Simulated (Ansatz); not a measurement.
# SnO2 (P4_2/mnm): the equilibrium volume

Aim: the volume at which the pressure of SnO2 (P4_2/mnm) vanishes.

Method: DFT PBEsol, scalar-relativistic, plane waves, PAW, in Ansatz 0.2.0.

2 further runs of the same task are left out: 2 set aside as unsound or not needed.

## 1. The system as given

It takes space group P4_2/mnm (No. 136, tetragonal). The conventional cell has a = 4.765 Å, b = 4.765 Å, c = 3.207 Å, α = 90.00°, β = 90.00°, γ = 90.00°. Around Sn (site symmetry mmm) lie 6 O at 2.06 to 2.07 Å. O (site symmetry m2m) is surrounded by 3 Sn at 2.06 to 2.07 Å.

As a file:

```cif
data_structure
_symmetry_space_group_name_H-M 'P4_2/mnm'
_symmetry_Int_Tables_number 136
_cell_length_a 4.7648
_cell_length_b 4.7648
_cell_length_c 3.2075
_cell_angle_alpha 90.000
_cell_angle_beta 90.000
_cell_angle_gamma 90.000
_cell_volume 72.82
loop_
_atom_site_label
_atom_site_type_symbol
_atom_site_symmetry_multiplicity
_atom_site_Wyckoff_symbol
_atom_site_fract_x
_atom_site_fract_y
_atom_site_fract_z
_atom_site_occupancy
Sn1 Sn 2 a 0.50000 0.50000 0.50000 1
O1 O 4 f 0.19403 0.80597 0.50000 1
```

## 2. The first run (PBEsol, 4×4×6 mesh)

File input.yaml:

```yaml
crystal:
  lattice:
    - [4.764818045, 0.0, 0.0]
    - [0.0, 4.764818045, 0.0]
    - [0.0, 0.0, 3.20749977]
  atoms:
    - { symbol: Sn, position: [0.5, 0.5, 0.5] }
    - { symbol: Sn, position: [0.0, 0.0, 0.0] }
    - { symbol: O, position: [0.1940277, 0.8059723, 0.5] }
    - { symbol: O, position: [0.8059723, 0.1940277, 0.5] }
    - { symbol: O, position: [0.3059723, 0.3059723, 0.0] }
    - { symbol: O, position: [0.6940277, 0.6940277, 0.0] }
basis:
  ecutwfc: 420
kpoints:
  mp_grid: { grid: [4, 4, 6] }
hamiltonian:
  xc: pbesol
scf:
  occupations: { method: gaussian, width: 0.1 }
output:
  forces: true
  stress: true
  eigenvalues: true
```

Command:

```sh
$ ansatz run input.yaml --threads 8 --pin off --max-ram 16384MiB --backend cpu --events-out ev --progress --plain --runs-dir out
```

Standard output:

```text
Warning: RAYON_NUM_THREADS=8 ignored (pool sized by the plan → 8); use --threads N
Engine: ansatz 0.2.0, aarch64-unknown-linux-gnu
Pseudopotentials: kind: paw
Pseudopotential: Sn, paw, valence charge 14, recommended cutoff 420 eV (normal), Sn.paw.azcp
Pseudopotential: O, paw, valence charge 6, recommended cutoff 420 eV (normal), O.paw.azcp
Functional definition: PBEsol
  exchange = pbesol_x
  correlation = pbesol_c
Crystal: 6 atoms, lattice volume = 72.821 Å³
Basis set: ecut = 420 eV, 1435 PW (Γ), exchange–correlation on 64×64×48 points (8 copies of the dense FFT grid, shifted against one another)
Bands: 32, of which v1, the nominal top of the filled ones, is band 26 counted from 1 (25 counted from 0)
Symmetry: 16 space group operations
Space group: P42/mnm (ITA 136), of the structure as read, at distance tolerance 4.2e-5 Å
k-points: 24 of 96
Non-local potential: Sn, projectors of the file, l = 0: 2, l = 1: 2, l = 2: 2, l = 3: 2
Non-local potential: O, projectors of the file, l = 0: 2, l = 1: 2, l = 2: 1
PAW form: soft (Blöchl's): semilocal exchange-correlation on the pseudo side does not see the compensation charge
PAW frozen core: Sn, regenerated for the run's functional, and the local potential with it (the file was generated under x = pbe(κ = 0.804, μ = 0.2195149727645171), c = pbe(β = 0.06672455060314922))
PAW frozen core: O, regenerated for the run's functional, and the local potential with it (the file was generated under x = pbe(κ = 0.804, μ = 0.2195149727645171), c = pbe(β = 0.06672455060314922))
PAW one-centre angular grid: Sn, 590 points (default); XC on 64 Gauss nodes
PAW one-centre angular grid: O, 110 points (default); XC on 64 Gauss nodes
Initial density: superposition of atomic densities (neutral atoms: chi_scale 0, normalization atom), corrected by the library's trained network
Initial wavefunctions: pseudopotential atomic-orbital guess
Functional: x = pbesol(κ = 0.804, μ = 0.12345679012345678), c = pbesol(β = 0.046)
SCF iter   1: F=—  HF=-14143.107983 eV  |F-HF|=—  |Δ(HF+E_count)|=         —  Δρ=1.61e-2  dr2=1.49e-1  ethr=1.77e-3  ⟨swp⟩=5.8  Hψ=3324  notcnv=0  defer=1
preconditioner: auto → Resta (q_TF=auto, 2.579 Å⁻¹)  ε∞=3.6  [insulator: Δε(μ)=0.812 eV  Ē_g=19.403 eV  σ=0.100 eV  W_gap=1.00  n_scr=18 (ndim 8)  ℏωp=31.4 eV  f_vac=0.030  D(μ)=0.00/eV (n_scr^D=0)  ε∞_Penn≈3.6]
SCF iter   2: F=—  HF=-14143.066080 eV  |F-HF|=—  |Δ(HF+E_count)|=   4.19e-2  Δρ=2.51e-3  dr2=2.18e-3  ethr=2.87e-4  ⟨swp⟩=2.1  Hψ=1305  notcnv=0  defer=41
SCF iter   3: F=—  HF=-14143.065958 eV  |F-HF|=—  |Δ(HF+E_count)|=   1.21e-4  Δρ=1.21e-3  dr2=6.17e-4  ethr=4.18e-6  ⟨swp⟩=2.2  Hψ=1177  notcnv=0  defer=17
automatic band count: iteration 3 solves 31 bands in place of 32: the levels show a gap, and the empty bands left out lie too high to hold charge; the band table lists the bands solved (type scf.n_extra_bands for more)
SCF iter   4: F=—  HF=-14143.066029 eV  |F-HF|=—  |Δ(HF+E_count)|=   7.07e-5  Δρ=4.93e-4  dr2=1.40e-4  ethr=1.19e-6  ⟨swp⟩=1.0  Hψ=727  notcnv=0  defer=17
SCF iter   5: F=—  HF=-14143.066032 eV  |F-HF|=—  |Δ(HF+E_count)|=   3.17e-6  Δρ=9.72e-5  dr2=7.93e-6  ethr=2.69e-7  ⟨swp⟩=3.0  Hψ=1536  notcnv=0  defer=17
SCF iter   6: F=—  HF=-14143.066003 eV  |F-HF|=—  |Δ(HF+E_count)|=   2.93e-5  Δρ=1.70e-5  dr2=1.54e-7  ethr=1.52e-8  ⟨swp⟩=3.0  Hψ=1351  notcnv=0  defer=17
SCF iter   7: F=-14143.066003 eV  HF=-14143.066003 eV  |F-HF|=3.58e-9  |Δ(HF+E_count)|=   4.72e-8  Δρ=3.57e-6  dr2=8.90e-9  ethr=1.92e-10  ⟨swp⟩=8.5  Hψ=3050  notcnv=0
SCF 1 converged in 7 iterations: F = -14143.066003 eV  dr2 = 8.90e-9
SCF converged after 7 iterations
Free energy (F): -14143.066003 eV
Harris-Foulkes:  -14143.066003 eV  (|F-HF|=3.58e-9)
Internal energy: -14143.066003 eV  (E = F + TS)
E sigma→0 (E₀):  -14143.066003 eV
Fermi energy:    9.611121 eV
--- Per-component energies (eV) ---
  E_band       = -134.039899
  E_kinetic    = 1079.764115
  E_local      = -2888.321506  (includes V_loc(G=0)·N_el)
  E_nonlocal   = 139.080620
  E_hartree    = 1492.792348
  E_xc         = -1043.651120
  E_vxc        = -561.673730  (∫ρ·V_xc dr)
  E_paw        = -8763.332115  (= ΣΔE_a)
  E_vpaw       = -888.485188  (= ΣTr[D̂ρ^β])
  E_aug_tail   = 0.009929  (compensation charges beyond the density's cutoff)
  E_ewald      = -4160.119106
  E_core_change = 0.710831  (= ΣΔE_core)
  E_smearing   = -0.000000  (= −TS)
  E_closure    = 0.000000  (closes the sum)
  Σ components = -14143.066003   (vs F -14143.066003, Δ=0.00e0)
--- Forces (eV/Å), atoms counted from 1 ---
  atom   1  Sn     0.00000000    -0.00000000     0.00000000
  atom   2  Sn     0.00000000    -0.00000000     0.00000000
  atom   3  O     -0.02316105     0.02316105     0.00000000
  atom   4  O      0.02316105    -0.02316105     0.00000000
  atom   5  O      0.02316105     0.02316105     0.00000000
  atom   6  O     -0.02316105    -0.02316105     0.00000000
  max |Σ_I F_I| component: 6.94e-18 eV/Å
--- Stress (GPa, compression-positive) ---
        0.517891       0.000000       0.000000
        0.000000       0.517891       0.000000
        0.000000       0.000000       0.705991
  P = ⅓ Tr σ = 0.5806 GPa (5.806 kbar)
--- Band table (eV; the first three rows and the last of 24) ---
  k-point 0: bands = ["-11.9010", "-11.1511", "-10.8992", "-10.8774", "-10.8774", "-10.8020", "-10.7521", "-10.6674", "-10.6411", "-10.6411", "-9.6800", "-7.8448", "-7.8448", "-6.0911", "0.9551", "5.0565", "5.0565", "5.1841", "6.0316", "7.1135", "7.1832", "7.8727", "7.8727", "8.3585", "8.3585", "9.1362", "10.0861", "15.0392", "15.2046", "15.2046", "19.2811"]
  k-point 1: bands = ["-11.7772", "-11.1095", "-11.1095", "-11.0140", "-10.8514", "-10.8213", "-10.7417", "-10.6728", "-10.6728", "-10.6685", "-9.5233", "-7.4537", "-7.4537", "-6.2972", "0.9458", "4.9800", "5.3018", "5.3018", "5.5587", "6.2138", "6.9270", "6.9672", "6.9672", "8.3725", "8.3725", "8.9080", "11.6106", "15.5267", "16.2858", "16.2858", "18.0379"]
  k-point 2: bands = ["-11.4845", "-11.4814", "-11.4814", "-10.9808", "-10.7376", "-10.7240", "-10.7240", "-10.7168", "-10.7154", "-10.6747", "-8.9521", "-6.9527", "-6.7464", "-6.7464", "1.1123", "3.4647", "4.8891", "5.4237", "5.4237", "6.0997", "6.0997", "6.1639", "6.7316", "8.1424", "8.1424", "8.2929", "13.6446", "15.7959", "17.6932", "18.2641", "18.2641"]
  k-point 23: bands = ["-11.6502", "-11.6502", "-11.2002", "-11.2002", "-10.7510", "-10.7510", "-10.6848", "-10.6848", "-10.6445", "-10.6445", "-7.7872", "-7.7872", "-6.4867", "-6.4867", "1.1258", "1.1258", "4.1214", "4.1214", "6.5453", "6.5453", "6.7030", "6.7030", "8.1792", "8.1792", "8.3122", "8.3122", "13.7077", "13.7077", "17.7854", "17.7854", "19.8660"]
```

It took 0.62 s on 8 threads of Arm Neoverse V2, shared host; peak memory 0.42 GiB.

In short: volume 12.137 Å³/atom, pressure 0.58 GPa, gap on the mesh 0.95 eV.

[end of part 1 of 2]
